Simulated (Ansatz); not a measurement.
The system is TiO2.

```
Ti O
1.0
    -2.97316    3.28737    3.28740
     2.97316   -3.28737    3.28740
     2.97316    3.28737   -3.28740
Ti O
4 8
Direct
  0.00000 0.50000 0.00000
  0.00000 0.00000 0.50000
  0.49524 0.24524 0.25000
  0.50475 0.75475 0.75000
  0.69508 0.69523 0.50015
  0.69508 0.19493 0.99985
  0.80452 0.74962 0.05490
  0.19472 0.74962 0.44510
  0.80528 0.25038 0.55490
  0.30492 0.80507 0.00015
  0.19548 0.25038 0.94510
  0.30492 0.30477 0.49985
```

The cell is a database's computed one.

Base run:

| Property | Result |
| --- | --- |
| Program | Ansatz 0.2.0 |
| Functional | PBE |
| Potentials or basis | Ansatz PAW |
| Cutoff | 500 eV |
| Density cutoff | 2000 eV |
| k mesh | 6 × 6 × 6 |
| Occupations | fermi-dirac, width 0.05 eV |
| Spin | no spin polarisation |

Its results: band gap on the k mesh 1.84 eV; pressure -1.3 GPa; largest force 0.060 eV/Å.

Question: The run is repeated on the same cell with these changes: functional from PBE to r2SCAN; cutoff from 500 eV to 500 eV (not typed: the program's choice for these potentials); hubbard terms from none to Ti d U = 3 eV; hubbard projectors from none to ortho-atomic (the default). What comes out?

Answer: Band gap on the k mesh 2.52 eV; pressure -4.0 GPa; largest force 0.111 eV/Å.

Several settings changed at once, so the effect can't be laid on one alone.

Caveats: the PAW data sets come from PBE, with cores solved anew for the run's functional, which leaves a small shift of forces and pressure (some runs).
